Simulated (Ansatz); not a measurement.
Runs of Ansatz 0.2.0 on Si3N4. The structure is cubic, space group P-43m (No. 215). The conventional cell has a = 4.131 Å, b = 4.131 Å, c = 4.131 Å, α = 90.00°, β = 90.00°, γ = 90.00°. Around Si (site symmetry -42m) lie 4 N at 1.77 Å. N (site symmetry 3m) has 3 Si at 1.77 Å as nearest neighbours. The cell was built by a generator and needn't be a form met in nature.

| cell | target pressure (GPa) | gap on the mesh (eV) | pressure (GPa) |
| --- | --- | --- | --- |
| relaxed to 20 GPa | 20 | 2.56 | 20.0 |
| relaxed to 10 GPa | 10 | 2.60 | 10.0 |
| relaxed to 2 GPa | 2 | 2.62 | 2.0 |
| relaxed to 30 GPa | 30 | (a) | 30.0 |
| relaxed | 0 | (b) | 0.0 |

Alike in all rows: task relaxation of cell and atoms; level PBEsol; potentials or basis Ansatz PAW; no spin polarisation; k mesh 7 × 7 × 7; cutoff (eV) 420; smearing fermi-dirac 0.05 eV.

Question: Fill in the values left out.

Answer: (a) 2.51; (b) 2.63.

Caveats: odd divisions of the mesh miss points on the zone boundary, where band edges often lie, so the gap on the mesh can be too wide; the plane-wave basis is chosen anew once the cell has moved, so the energies of steps on either side of that aren't comparable; the PAW data sets come from PBE, with cores solved anew for the run's functional, which leaves a small shift of forces and pressure.

A k mesh can miss the band edges.
